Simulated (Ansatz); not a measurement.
## TaN, one structure, two calculations

Cell: an entry of the Crystallography Open Database (COD), atoms as given.

Space group P6/mmm (No. 191); a = 5.1850, c = 2.9080 Å, γ = 120.00°.

| site | Wyckoff | site symmetry | x | y | z |
| --- | --- | --- | --- | --- | --- |
| Ta1 | 1a | 6/mmm | 0.0000 | 0.0000 | 0.0000 |
| Ta2 | 2d | -6m2 | 0.3333 | 0.6667 | 0.5000 |
| N | 3f | mmm | 0.5000 | 0.0000 | 0.0000 |

One atom of each set is listed.

First run. Method: Kohn–Sham DFT in Ansatz, PBE, plane waves and PAW, scalar-relativistic, collinear spin, 420 eV cutoff, Γ-centred 7×7×10 k-points, Fermi–Dirac smearing 0.02 eV. Start moments as typed (μB): 2 on each Ta, none on the rest.

```tsv
site	V_zz (10²¹ V/m²)	η
Ta1	-45.8	0.00
Ta2	-38.1	0.00
N	2.85	0.87
```

Second run. The same atoms and settings, except that the mesh is 10×10×16 and the Fermi–Dirac smearing is 0.05 eV.

Problem. What does the second run give?

Solution. 

```json
{"site": "Ta1", "V_zz": "-46.4", "η": "0.00", "change of V_zz": "-0.61"}
{"site": "Ta2", "V_zz": "-38.2", "η": "0.00", "change of V_zz": "-0.07"}
{"site": "N", "V_zz": "2.93", "η": "0.80", "change of V_zz": "+0.08"}
```

The largest change of V_zz is on Ta1, from -45.8 to -46.4. In per cent, |V_zz| changes by 0 to +1 on Ta, +3 on N (all sites that start above 2).

At this cell the PBE pressure is 10 GPa, so with PBE the cell would grow if it were relaxed. The entry's cell may itself be off. Without spin–orbit coupling the gradients at and beside Ta can be off by some per cent, at some sites by more. With these PAW files V_zz is typically within 2 to 3 % of all-electron values, but misses above 10 % occur on Ta. The start moments die out, and the run ends without spin.
